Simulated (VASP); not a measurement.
A run of VASP 6.6.1:

Contents of INCAR:

```
PREC     = Accurate       # precision mode
ENCUT    = 520            # plane-wave cutoff, eV
EDIFF    = 1E-6           # SCF threshold, eV
ISMEAR   = 0              # smearing method
SIGMA    = 0.1            # smearing width, eV
LREAL    = False          # projectors in reciprocal space
LASPH    = True           # aspherical terms in the spheres
NELM     = 100            # most SCF steps
ALGO     = Normal         # electronic algorithm
ISIF     = 2              # what is computed and relaxed
LWAVE    = False          # write WAVECAR
LCHARG   = False          # write CHGCAR
ISPIN    = 2              # spin polarisation
MAGMOM   = 1              # initial moments
LORBIT   = 11             # projections on sites
LMAXMIX  = 6              # l up to which the mixer works
GGA      = RP             # functional
NBANDS   = 22             # bands
```

File KPOINTS:

```
Automatic mesh
0
Gamma
  9 9 9
```

POSCAR

```
Yb
1.0
   -2.1514830000      2.1514830000      2.1514830000
    2.1514830000     -2.1514830000      2.1514830000
    2.1514830000      2.1514830000     -2.1514830000
Yb
1
Direct
    0.0000000000      0.0000000000      0.0000000000
```

Potentials or basis: VASP PAW PBE potentials, release 64 (Yb).

The run is started by

```sh
$ cat potpaw_PBE.64/Yb/POTCAR > POTCAR
$ mpirun -np 1 vasp_std > vasp.out
```

Hardware: 1 thread of Intel(R) Xeon(R) 6975P-C (Granite Rapids) (shared host).

**Question.** How long does it take, and how much memory?

**Answer.** Wall time 100 s on 1 thread of Intel(R) Xeon(R) 6975P-C (Granite Rapids), with other jobs on the host, peak memory 0.21 GiB. Counts: scf iterations 48, k points 35.
